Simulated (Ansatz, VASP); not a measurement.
One calculation of Cu, two programs

```xyz
2
Lattice="1.2185 -3.9764 0.0000 1.2185 3.9764 0.0000 0.0000 0.0000 2.4755" Properties=species:S:1:pos:R:3 pbc="T T T"
Cu    1.2185    2.9118    0.6189
Cu    1.2185   -2.9118    1.8566
```

This isn't the form of Cu at room conditions, which is fcc.

Alike in both runs: task single point; functional LDA; k mesh 13 × 13 × 12; no spin polarisation.

```csv
,VASP,Ansatz
version,VASP 6.6.1,Ansatz 0.2.0
potentials or method,"VASP PAW LDA potentials, release 64 (Cu)","plane waves, PAW"
plane-wave cutoff (eV),520,420
occupations,"methfessel-paxton of order 1, width 0.5 eV","cold, width 0.5 eV"
valence electrons in the cell,22,38
```

```tsv
	VASP	Ansatz	Ansatz less VASP
pressure (GPa)	-6.6	-7.6	-1.04
largest component of the traceless stress (GPa)	0.44	0.58	+0.142
```

The two sets of potentials don't hold the same shells in valence.
